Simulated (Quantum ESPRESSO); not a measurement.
Runs of Quantum ESPRESSO 7.5 on PbS. It takes space group Cmcm (No. 63, orthorhombic). The conventional cell has a = 4.160 Å, b = 11.983 Å, c = 4.279 Å, α = 90.00°, β = 90.00°, γ = 90.00°. Pb (site symmetry m2m) is surrounded by 5 S at 2.69 to 2.99 Å. S (site symmetry m2m) is surrounded by 5 Pb at 2.69 to 2.99 Å. Measurements of this composition are mostly on another form, of space group No. 225.

| task | level | potentials or basis | spin | cell | k mesh | most ionic steps | forc conv thr | etot conv thr | ion dynamics | cell dynamics | gap on the mesh (eV) | pressure (GPa) | largest force (eV/Å) |
| --- | --- | --- | --- | --- | --- | --- | --- | --- | --- | --- | --- | --- | --- |
| relaxation of cell and atoms | PBEsol | PseudoDojo 0.4.1 SR PBEsol standard | off | relaxed to 0.3 kbar | 7 × 7 × 6 | 40 | 0.0004 Ry/bohr | 1e-05 Ry | bfgs | bfgs | (b) | 0.0 | - |
| band structure | PBE | PseudoDojo 0.4 FR PBE standard | SOC, no magnetisation | as given | 6 × 6 × 5 | - | - | - | - | - | 0.92 | 1.0 | 0.07 |
| relaxation of cell and atoms | PBE+D3(BJ) | PseudoDojo 0.4.1 SR PBE standard | off | relaxed to 0.3 kbar | 7 × 7 × 6 | 40 | 0.0004 Ry/bohr | 1e-05 Ry | bfgs | bfgs | 1.22 | 0.0 | - |
| band structure | LDA | PseudoDojo 0.4.1 SR LDA standard | off | as given | 7 × 7 × 6 | - | - | - | - | - | 1.10 | (a) | 0.09 |

Alike in all rows: cutoff (eV) 762; smearing fermi-dirac 0.05 eV.

Question: Fill in the values left out.

Answer: (a) -3.4; (b) 1.07.

Caveats: spin-orbit coupling is left out, which as a rule narrows the gap of such compounds by several tenths of an eV (some runs); an odd mesh through Γ misses points on the zone boundary, where band edges often lie (some runs); the mesh misses the band edges, which the band path finds closer together (some runs).

A k mesh can miss the band edges, and rows without SOC leave out spin-orbit coupling on Pb.
